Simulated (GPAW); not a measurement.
# SiO2 (P4_2/mnm) in GPAW: relaxation of cell and atoms with PBEsol

Aim: the relaxation of cell and atoms of SiO2 with PBEsol.

Program: GPAW 26.7.0. These are calculated values, not measurements. Logs are shortened: lines on timing, memory, paths and dates and some standing lists are left out, and cuts for length are marked. The log counts tension as positive stress, the text compression.

## (1) The structure

It takes space group P4_2/mnm (No. 136, tetragonal). Conventional cell: a = 4.233 Å, b = 4.233 Å, c = 2.693 Å, α = 90.00°, β = 90.00°, γ = 90.00°. Si (site symmetry mmm) is surrounded by 6 O at 1.78 to 1.84 Å. Around O (site symmetry m2m) lie 3 Si at 1.78 to 1.84 Å.

The cell comes from a database or a generator and needn't be the stable form of this composition.

## (2) Relaxation of cell and atoms, PBEsol, target pressure 30 GPa, at which the enthalpy is minimised

run.py

```python
from ase import Atoms
from ase.filters import FrechetCellFilter
from ase.io import write
from ase.optimize import BFGS
from ase.units import GPa
from gpaw import GPAW, PW, setup_paths

setup_paths.insert(0, '.')

atoms = Atoms(['Si', 'Si', 'O', 'O', 'O', 'O'],
              cell=[[4.233169, 0.0, 0.0],
                    [0.0, 4.233169, 0.0],
                    [0.0, 0.0, 2.693495]],
              scaled_positions=[[0.0, 0.0, 0.0],
                                [0.5, 0.5, 0.5],
                                [0.806839, 0.193161, 0.5],
                                [0.306839, 0.306839, 0.0],
                                [0.193161, 0.806839, 0.5],
                                [0.693161, 0.693161, 0.0]],
              pbc=True)

calc = GPAW(mode=PW(800),
            xc='PBEsol',
            kpts={'size': (4, 4, 7), 'gamma': True},
            occupations={'name': 'fermi-dirac', 'width': 0.05},
            nbands=30,
            convergence={'density': 1e-05, 'forces': 0.0001},
            maxiter=150,
            txt='gpaw.txt')
atoms.calc = calc
opt = BFGS(FrechetCellFilter(atoms, scalar_pressure=30 * GPa), trajectory='relax.traj', logfile='-')
done = opt.run(fmax=0.02, steps=60)
calc.write('gs.gpw')
write('result.traj', atoms)
print('Converged:', done)
print('Cell:', atoms.cell.cellpar().round(4))
print('Volume:', round(atoms.get_volume(), 4))
print(atoms.get_scaled_positions().round(5))
```

Potentials or basis: PAW data sets generated in the run's folder for this functional, pw.

Launch:

```sh
> gpaw-setup -f PBEsol O Si
> OMP_NUM_THREADS=1 python run.py
```

gpaw.txt:

```text
__  _  _
 | _ |_)|_||  |
 |__||  | ||/\| - 26.7.0

Input parameters:
  mode=PW(ecut=800.0),
  convergence={'density': 1e-05, 'forces': 0.0001},
  kpts=MonkhorstPack(size=(4, 4, 7), gamma=True),
  maxiter=150,
  nbands=30,
  occupations=Occupations(name='fermi-dirac', width=0.05),
  xc=XC(name='PBEsol')

Diagonalizing LCAO Hamiltonian
Converting LCAO to pw mode
    .---------.
   /|         |
  / |O        |
 *  .--Si-----.
 | /      O  /
 |/  O      /
 Si--------*

Atoms  # Å, Bohr magnetons
|   | symbol |        x |        y |        z |    initial magnetic moments |
|---|--------|----------|----------|----------|-----------------------------|
| 0 |     Si | 0.000000 | 0.000000 | 0.000000 | ( 0.0000,  0.0000,  0.0000) |
| 1 |     Si | 2.116585 | 2.116585 | 1.346747 | ( 0.0000,  0.0000,  0.0000) |
| 2 |      O | 3.415486 | 0.817683 | 1.346747 | ( 0.0000,  0.0000,  0.0000) |
| 3 |      O | 1.298901 | 1.298901 | 0.000000 | ( 0.0000,  0.0000,  0.0000) |
| 4 |      O | 0.817683 | 3.415486 | 1.346747 | ( 0.0000,  0.0000,  0.0000) |
| 5 |      O | 2.934268 | 2.934268 | 0.000000 | ( 0.0000,  0.0000,  0.0000) |

Unit cell  # Å
| periodic |        x |        y |        z |  lengths |    angles |
|----------|----------|----------|----------|----------|-----------|
|      yes | 4.233169 | 0.000000 | 0.000000 | 4.233169 | 90.000000 |
|      yes | 0.000000 | 4.233169 | 0.000000 | 4.233169 | 90.000000 |
|      yes | 0.000000 | 0.000000 | 2.693495 | 2.693495 | 90.000000 |

Number of symmetries: 8
Symmetry operations  # r_c * U_cc + t_c -> r_c
|   | kind |            matrix            |
|---|------|------------------------------|
| 0 |  E   |  1, 0, 0,  0, 1, 0,  0, 0, 1 |
| 1 |  σ   |  1, 0, 0,  0, 1, 0,  0, 0,-1 |
| 2 |  σ   |  0, 1, 0,  1, 0, 0,  0, 0, 1 |
| 3 |  C2  |  0, 1, 0,  1, 0, 0,  0, 0,-1 |
| 4 |  σ   |  0,-1, 0, -1, 0, 0,  0, 0, 1 |
| 5 |  C2  |  0,-1, 0, -1, 0, 0,  0, 0,-1 |
| 6 |  C2  | -1, 0, 0,  0,-1, 0,  0, 0, 1 |
| 7 |  i   | -1, 0, 0,  0,-1, 0,  0, 0,-1 |
[... 191 lines left out ...]
Gap: 5.016 eV
Transition (v -> c):
  (s=0, k=0, n=15, [0.00, 0.00, 0.00]) -> (s=0, k=0, n=16, [0.00, 0.00, 0.00])
No difference between direct/indirect transitions

Stress tensor  # eV/Ang^3
|        x |        y |        z |
|----------|----------|----------|
| 0.019489 | 0.000000 | 0.000000 |
| 0.000000 | 0.019489 | 0.000000 |
| 0.000000 | 0.000000 | 0.013720 |

Forces  # eV/Ang
|        x |        y |       z |
|----------|----------|---------|
|  0.00000 |  0.00000 | 0.00000 |  # Si   0
|  0.00000 | -0.00000 | 0.00000 |  # Si   1
| -0.04221 |  0.04221 | 0.00000 |  # O    2
| -0.04221 | -0.04221 | 0.00000 |  # O    3
|  0.04221 | -0.04221 | 0.00000 |  # O    4
|  0.04221 |  0.04221 | 0.00000 |  # O    5

Interpolating wave functions to new cell

           O
              Si
                O
           O
       Si

Atoms  # Å, Bohr magnetons
|   | symbol |        x |        y |        z |    initial magnetic moments |
|---|--------|----------|----------|----------|-----------------------------|
| 0 |     Si | 0.000000 | 0.000000 | 0.000000 | ( 0.0000,  0.0000,  0.0000) |
| 1 |     Si | 2.108220 | 2.108220 | 1.341574 | ( 0.0000,  0.0000,  0.0000) |
| 2 |      O | 3.401388 | 0.815052 | 1.341574 | ( 0.0000,  0.0000,  0.0000) |
| 3 |      O | 1.293168 | 1.293168 | 0.000000 | ( 0.0000,  0.0000,  0.0000) |
| 4 |      O | 0.815052 | 3.401388 | 1.341574 | ( 0.0000,  0.0000,  0.0000) |
| 5 |      O | 2.923273 | 2.923273 | 0.000000 | ( 0.0000,  0.0000,  0.0000) |

Unit cell  # Å
| periodic |         x |         y |        z |  lengths |    angles |
|----------|-----------|-----------|----------|----------|-----------|
|      yes |  4.216440 | -0.000000 | 0.000000 | 4.216440 | 90.000000 |
|      yes | -0.000000 |  4.216440 | 0.000000 | 4.216440 | 90.000000 |
|      yes |  0.000000 |  0.000000 | 2.683147 | 2.683147 | 90.000000 |
[... 225 lines left out ...]
           O Si
                O
                O
       Si  O

Atoms  # Å, Bohr magnetons
|   | symbol |         x |        y |         z |    initial magnetic moments |
|---|--------|-----------|----------|-----------|-----------------------------|
| 0 |     Si | -0.000000 | 0.000000 | -0.000000 | ( 0.0000,  0.0000,  0.0000) |
| 1 |     Si |  2.044610 | 2.044610 |  1.303608 | ( 0.0000,  0.0000,  0.0000) |
| 2 |      O |  3.288933 | 0.800288 |  1.303608 | ( 0.0000,  0.0000,  0.0000) |
| 3 |      O |  1.244323 | 1.244323 | -0.000000 | ( 0.0000,  0.0000,  0.0000) |
| 4 |      O |  0.800288 | 3.288933 |  1.303608 | ( 0.0000,  0.0000,  0.0000) |
| 5 |      O |  2.844897 | 2.844897 | -0.000000 | ( 0.0000,  0.0000,  0.0000) |

Unit cell  # Å
| periodic |         x |         y |        z |  lengths |    angles |
|----------|-----------|-----------|----------|----------|-----------|
|      yes |  4.089221 | -0.000000 | 0.000000 | 4.089221 | 90.000000 |
|      yes | -0.000000 |  4.089221 | 0.000000 | 4.089221 | 90.000000 |
|      yes | -0.000000 |  0.000000 | 2.607216 | 2.607216 | 90.000001 |
[... 226 lines left out ...]
           O Si
                O
                O
       Si  O

Atoms  # Å, Bohr magnetons
|   | symbol |         x |        y |         z |    initial magnetic moments |
|---|--------|-----------|----------|-----------|-----------------------------|
| 0 |     Si | -0.000000 | 0.000000 |  0.000000 | ( 0.0000,  0.0000,  0.0000) |
| 1 |     Si |  2.049263 | 2.049263 |  1.307602 | ( 0.0000,  0.0000,  0.0000) |
| 2 |      O |  3.294912 | 0.803614 |  1.307602 | ( 0.0000,  0.0000,  0.0000) |
| 3 |      O |  1.245650 | 1.245650 | -0.000000 | ( 0.0000,  0.0000,  0.0000) |
| 4 |      O |  0.803614 | 3.294912 |  1.307602 | ( 0.0000,  0.0000,  0.0000) |
| 5 |      O |  2.852876 | 2.852876 |  0.000000 | ( 0.0000,  0.0000,  0.0000) |

Unit cell  # Å
| periodic |         x |         y |        z |  lengths |    angles |
|----------|-----------|-----------|----------|----------|-----------|
|      yes |  4.098526 | -0.000000 | 0.000000 | 4.098526 | 90.000000 |
|      yes | -0.000000 |  4.098526 | 0.000000 | 4.098526 | 90.000000 |
|      yes | -0.000000 | -0.000000 | 2.615204 | 2.615204 | 90.000000 |
[... 1214 lines left out ...]
Atoms  # Å, Bohr magnetons
|   | symbol |        x |        y |         z |    initial magnetic moments |
|---|--------|----------|----------|-----------|-----------------------------|
| 0 |     Si | 0.000000 | 0.000000 | -0.000000 | ( 0.0000,  0.0000,  0.0000) |
| 1 |     Si | 2.036790 | 2.036790 |  1.320853 | ( 0.0000,  0.0000,  0.0000) |
| 2 |      O | 3.271271 | 0.802308 |  1.320853 | ( 0.0000,  0.0000,  0.0000) |
| 3 |      O | 1.234483 | 1.234483 | -0.000000 | ( 0.0000,  0.0000,  0.0000) |
| 4 |      O | 0.802308 | 3.271271 |  1.320853 | ( 0.0000,  0.0000,  0.0000) |
| 5 |      O | 2.839096 | 2.839096 |  0.000000 | ( 0.0000,  0.0000,  0.0000) |

Unit cell  # Å
| periodic |         x |        y |        z |  lengths |    angles |
|----------|-----------|----------|----------|----------|-----------|
|      yes |  4.073579 | 0.000000 | 0.000000 | 4.073579 | 90.000000 |
|      yes |  0.000000 | 4.073579 | 0.000000 | 4.073579 | 90.000000 |
|      yes | -0.000000 | 0.000000 | 2.641705 | 2.641705 | 89.999989 |

Number of symmetries: 8
Symmetry operations  # r_c * U_cc + t_c -> r_c
|   | kind |            matrix            |
|---|------|------------------------------|
| 0 |  E   |  1, 0, 0,  0, 1, 0,  0, 0, 1 |
| 1 |  σ   |  1, 0, 0,  0, 1, 0,  0, 0,-1 |
| 2 |  σ   |  0, 1, 0,  1, 0, 0,  0, 0, 1 |
| 3 |  C2  |  0, 1, 0,  1, 0, 0,  0, 0,-1 |
| 4 |  σ   |  0,-1, 0, -1, 0, 0,  0, 0, 1 |
| 5 |  C2  |  0,-1, 0, -1, 0, 0,  0, 0,-1 |
| 6 |  C2  | -1, 0, 0,  0,-1, 0,  0, 0, 1 |
| 7 |  i   | -1, 0, 0,  0,-1, 0,  0, 0,-1 |
[... 217 lines left out ...]
Atoms  # Å, Bohr magnetons
|   | symbol |        x |        y |         z |    initial magnetic moments |
|---|--------|----------|----------|-----------|-----------------------------|
| 0 |     Si | 0.000000 | 0.000000 | -0.000000 | ( 0.0000,  0.0000,  0.0000) |
| 1 |     Si | 2.036915 | 2.036915 |  1.320877 | ( 0.0000,  0.0000,  0.0000) |
| 2 |      O | 3.272272 | 0.801558 |  1.320877 | ( 0.0000,  0.0000,  0.0000) |
| 3 |      O | 1.235359 | 1.235359 | -0.000000 | ( 0.0000,  0.0000,  0.0000) |
| 4 |      O | 0.801558 | 3.272272 |  1.320877 | ( 0.0000,  0.0000,  0.0000) |
| 5 |      O | 2.838472 | 2.838472 |  0.000000 | ( 0.0000,  0.0000,  0.0000) |

Unit cell  # Å
| periodic |         x |        y |        z |  lengths |    angles |
|----------|-----------|----------|----------|----------|-----------|
|      yes |  4.073830 | 0.000000 | 0.000000 | 4.073830 | 90.000000 |
|      yes |  0.000000 | 4.073830 | 0.000000 | 4.073830 | 90.000000 |
|      yes | -0.000000 | 0.000000 | 2.641754 | 2.641754 | 89.999989 |

Number of symmetries: 8
Symmetry operations  # r_c * U_cc + t_c -> r_c
|   | kind |            matrix            |
|---|------|------------------------------|
| 0 |  E   |  1, 0, 0,  0, 1, 0,  0, 0, 1 |
| 1 |  σ   |  1, 0, 0,  0, 1, 0,  0, 0,-1 |
| 2 |  σ   |  0, 1, 0,  1, 0, 0,  0, 0, 1 |
| 3 |  C2  |  0, 1, 0,  1, 0, 0,  0, 0,-1 |
| 4 |  σ   |  0,-1, 0, -1, 0, 0,  0, 0, 1 |
| 5 |  C2  |  0,-1, 0, -1, 0, 0,  0, 0,-1 |
| 6 |  C2  | -1, 0, 0,  0,-1, 0,  0, 0, 1 |
| 7 |  i   | -1, 0, 0,  0,-1, 0,  0, 0,-1 |
[... 199 lines left out ...]
Forces  # eV/Ang
|        x |        y |       z |
|----------|----------|---------|
|  0.00000 |  0.00000 | 0.00000 |  # Si   0
|  0.00000 | -0.00000 | 0.00000 |  # Si   1
|  0.00371 | -0.00371 | 0.00000 |  # O    2
|  0.00370 |  0.00370 | 0.00000 |  # O    3
| -0.00371 |  0.00371 | 0.00000 |  # O    4
| -0.00370 | -0.00370 | 0.00000 |  # O    5

# Writing to gs.gpw (mode='')
```

Wall time 4.3 min (1 thread of Intel Xeon 6975P-C (Granite Rapids), shared host); peak memory 0.28 GiB.

Results:

| Property | Result |
| --- | --- |
| Free energy | -49.1603 eV |
| Relaxed volume | 7.31 Å³/atom |
| Relaxed cell | a = 4.074 Å, b = 4.074 Å, c = 2.642 Å, α = 90.00°, β = 90.00°, γ = 90.00° |
| Space group after relaxing (to 0.05 Å) | P4_2/mnm (No. 136) |
| Energy change on relaxing (the enthalpy is what falls) | +55.7 meV/atom |
| Ionic steps | 10 |
| Pressure after relaxing | 30.0 GPa |
| Largest force after relaxing | 0.005 eV/Å |
| Band gap on the k mesh | 6.55 eV, direct |

Forces in eV/Å, atoms in the order of the input:
```
Si   0.000  0.000  0.000
Si   0.000  0.000  0.000
O    0.004 -0.004  0.000
O    0.004  0.004  0.000
O   -0.004  0.004  0.000
O   -0.004 -0.004  0.000
```

Stress tensor (GPa, compression positive):
```
30.04  0.00  0.00
 0.00 30.04  0.00
 0.00  0.00 29.93
```

The path:
```
step  energy change (eV)  largest force (eV/Å)  pressure (GPa)  volume (Å³)
   1              0.0000                0.0597           -2.81        48.27
   2             -0.0031                0.1178            0.77        47.70
   3              0.4010                0.2633           33.85        43.60
   4              0.3311                0.1243           30.19        43.93
   5              0.3211                0.0080           29.47        43.97
   6              0.3229                0.1240           29.29        43.94
   7              0.3285                0.1749           29.45        43.90
   8              0.3350                0.1407           29.79        43.85
   9              0.3356                0.0503           29.97        43.84
  10              0.3343                0.0052           30.00        43.84
```

Final structure:
```xyz
6
Lattice="4.0738 0.0000 0.0000 0.0000 4.0738 0.0000 0.0000 0.0000 2.6418" Properties=species:S:1:pos:R:3 pbc="T T T"
Si    0.0000    0.0000    0.0000
Si    2.0369    2.0369    1.3209
O     3.2723    0.8016    1.3209
O     1.2354    1.2354    0.0000
O     0.8016    3.2723    1.3209
O     2.8385    2.8385    0.0000
```

Caveat: later steps reuse the first step's grids.
